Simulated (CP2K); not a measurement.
Rb in CP2K: convergence with ngrids

Input of the first run (ngrids 1); the others differ in this setting and in those tied to it:

File rb_converge.inp:

```
&GLOBAL
  PROJECT rb_converge
  RUN_TYPE ENERGY_FORCE
  PRINT_LEVEL LOW
&END GLOBAL
&FORCE_EVAL
  METHOD QS
  STRESS_TENSOR ANALYTICAL
  &DFT
    BASIS_SET_FILE_NAME BASIS_MOLOPT
    POTENTIAL_FILE_NAME GTH_POTENTIALS
    &MGRID
      CUTOFF 450
      REL_CUTOFF 60
      NGRIDS 1
    &END MGRID
    &QS
      METHOD GPW
      EPS_DEFAULT 1.0E-9
    &END QS
    &KPOINTS
      SCHEME MONKHORST-PACK 5 5 5
      GAMMA_CENTERED T
      SYMMETRY T
      SYMMETRY_BACKEND SPGLIB
    &END KPOINTS
    &SCF
      SCF_GUESS ATOMIC
      EPS_SCF 1.0E-6
      MAX_SCF 100
      ADDED_MOS 8
      CHOLESKY OFF
      EPS_EIGVAL 1.0E-7
      &DIAGONALIZATION ON
        ALGORITHM STANDARD
      &END DIAGONALIZATION
      &MIXING ON
        METHOD BROYDEN_MIXING
        ALPHA 0.4
        BETA 1.5
        NBUFFER 8
      &END MIXING
      &SMEAR ON
        METHOD FERMI_DIRAC
        ELECTRONIC_TEMPERATURE [K] 116.045
      &END SMEAR
    &END SCF
    &XC
      &XC_FUNCTIONAL
        &GGA_X_B88
        &END GGA_X_B88
        &GGA_C_LYP
        &END GGA_C_LYP
      &END XC_FUNCTIONAL
    &END XC
    &PRINT
      &KPOINTS ON
      &END KPOINTS
      &MULLIKEN ON
      &END MULLIKEN
      &MO ON
        ENERGIES T
        OCCUPATION_NUMBERS T
        &EACH
          QS_SCF 0
        &END EACH
        ADD_LAST NUMERIC
      &END MO
    &END PRINT
  &END DFT
  &SUBSYS
    &CELL
      A 4.8091692726 0.0000000000 0.0000000000
      B -1.4941704574 4.5608124125 0.0000000000
      C -1.7009870413 -2.2549833914 4.0140668859
      PERIODIC XYZ
    &END CELL
    &COORD
      SCALED
      Rb  0.0080390000 0.0088120000 0.0239930000
    &END COORD
    &KIND Rb
      BASIS_SET DZVP-MOLOPT-SR-GTH-q9
      POTENTIAL GTH-BLYP-q9
    &END KIND
    &PRINT
      &ATOMIC_COORDINATES ON
      &END ATOMIC_COORDINATES
      &CELL ON
      &END CELL
      &SYMMETRY ON
      &END SYMMETRY
    &END PRINT
  &END SUBSYS
  &PRINT
    &FORCES ON
    &END FORCES
    &STRESS_TENSOR ON
    &END STRESS_TENSOR
  &END PRINT
&END FORCE_EVAL
```

Potentials or basis: GTH_POTENTIALS Rb GTH-BLYP-q9; DZVP-MOLOPT-SR-GTH basis.

Launch:

```sh
$ OMP_NUM_THREADS=1 cp2k.psmp -i rb_converge.inp -o rb_converge.out
```

The cell isn't the ideal one: cell strained at random at fixed volume.

Hardware: 1 thread of Intel(R) Xeon(R) Platinum 8488C (Sapphire Rapids) (shared host).

```tsv
ngrids	energy less the tightest run, at zero smearing (meV/atom)	SCF cycles	CPU time (s)	peak memory (GiB)
1	0.00	16	880	0.36
2	0.00	16	190	0.36
3	0.00	16	65	0.36
4	0.00	16	22	0.36
5	0.00	16	17	0.36
6	0.00	16	17	0.36
```

Against the tightest run, the energy stays within 1 meV/atom from 1 on. The tightest run that finished is the yardstick and may itself not be fully converged.
